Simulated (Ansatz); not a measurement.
A run of Ansatz 0.2.0 is set up as follows.

input.yaml

```yaml
crystal:
  lattice: { a: 2.7786128662, b: 2.7786128662, c: 2.7786128662, alpha: 60.0, beta: 60.0, gamma: 60.0 }
  atoms:
    - { symbol: Zn, position: [0.0, 0.0, 0.0] }
kpoints:
  mp_grid: { grid: [12, 12, 12] }
  band_path:
    path:
      - [0.0, 0.0, 0.0]
      - [0.5, 0.0, 0.5]
      - [0.5, 0.25, 0.75]
      - [0.375, 0.375, 0.75]
      - [0.0, 0.0, 0.0]
      - [0.5, 0.5, 0.5]
      - [0.625, 0.25, 0.625]
      - [0.5, 0.25, 0.75]
    npoints: 8
scf:
  occupations: { method: cold, width: 0.1 }
hamiltonian:
  xc: lda
  pseudopotentials:
    kind: all_electron
    lapw: { basis_error: 0.002 }
    dirac_shells: { Zn: ["2p"] }
output:
  forces: true
  stress: true
  eigenvalues: true
```

Potentials or basis: all-electron LAPW, inner shells corrected to Dirac's equation.

Command:

```bash
$ ansatz run input.yaml --threads 1 --pin off --max-ram 2560MiB --backend cpu --events-out ev --progress --plain --runs-dir out
```

Problem. Predict the band gap along the path.

Solution. None (metal or under the smearing width).

Problem. Predict the pressure.

Solution. -8.6 GPa.

Levels at the corners of the path, in eV from the Fermi level:
```
point  band 7  band 8  band 9  band 10  band 11  band 12  band 13  band 14
    Γ   -7.59   -7.59   -7.21    -7.21    18.10    18.10    18.10    18.78
    X   -6.93   -6.85   -6.85    -0.93     1.73     8.38     8.38    12.18
    W   -7.68   -7.18   -6.85     2.31     2.31     3.00     4.15    21.52
    K   -7.28   -7.11   -6.94     0.82     1.57     2.69     9.90    13.50
    Γ   -7.59   -7.59   -7.21    -7.21    18.10    18.10    18.10    18.78
    L   -7.59   -6.92   -6.92    -2.80    -1.38    15.09    15.09    17.41
    U   -7.28   -7.11   -6.94     0.82     1.57     2.69     9.90    13.50
    W   -7.68   -7.18   -6.85     2.31     2.31     3.00     4.15    21.52
```
